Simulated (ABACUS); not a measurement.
Crystal: I.

```
I
1.0
     0.00000    2.36560    3.90984
     2.19225    0.00000    3.90984
     2.19225    2.36560    0.00000
I
1
Direct
  0.00000 0.00000 0.00000
```

Base run:

| Item | Value |
| --- | --- |
| Program | ABACUS 3.10.1 |
| Functional | r2SCAN |
| Potentials or basis | SG15 ONCV 1.2 PBE |
| Cutoff | 1116 eV |
| Density cutoff | 4463 eV |
| Basis | plane waves |
| k mesh | 6 × 6 × 6 |
| Occupations | fermi-dirac, width 0.05 eV |
| Spin | no spin polarisation |

Its results: band gap on the k mesh none (metal or under the smearing width); pressure -0.1 GPa.

The run is repeated on the same cell with these changes: functional from r2SCAN to TPSS. What comes out?

Band gap on the k mesh none (metal or under the smearing width); pressure 0.4 GPa.

Caveats: the potentials were made for another functional, which shifts forces and pressure; an odd number of electrons without spin polarisation forces a metal; a magnetic or distorted state may lie lower.
